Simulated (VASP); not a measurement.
A run of VASP 6.6.1 is set up as follows.

File INCAR:

```
PREC = Accurate
ENCUT = 600
EDIFF = 1E-7
ISMEAR = 0
SIGMA = 0.03
LREAL = F
LASPH = T
NELM = 80
ALGO = Normal
ISIF = 3
LWAVE = F
LCHARG = F
GGA = PS
IBRION = 2
NSW = 90
EDIFFG = -0.005
```

KPOINTS

```
Automatic mesh
0
Gamma
  12 12 12
```

File POSCAR:

```
AlN                                     
1.0
    0.0000000000      2.0219626571      2.0219626571
    2.0219626571     -0.0000000000      2.0219626571
    2.0219626571      2.0219626571      0.0000000000
  Al              N             
     1     1
Direct
     0.5000000000000000    0.5000000000000000    0.5000000000000000
     0.0000000000000000    0.0000000000000000    0.0000000000000000
```

Potentials or basis: VASP PAW PBE potentials, release 64 (Al, N).

Run with:

```console
$ cat potpaw_PBE.64/Al/POTCAR potpaw_PBE.64/N/POTCAR > POTCAR
$ mpirun -np 1 vasp_std > vasp.out
```

(1) What does it give for the band gap on the k mesh?

Results:

(1) 4.55 eV, indirect (least direct gap 5.66 eV).

Caveat: the relaxation stopped at its first step, so nothing moved.
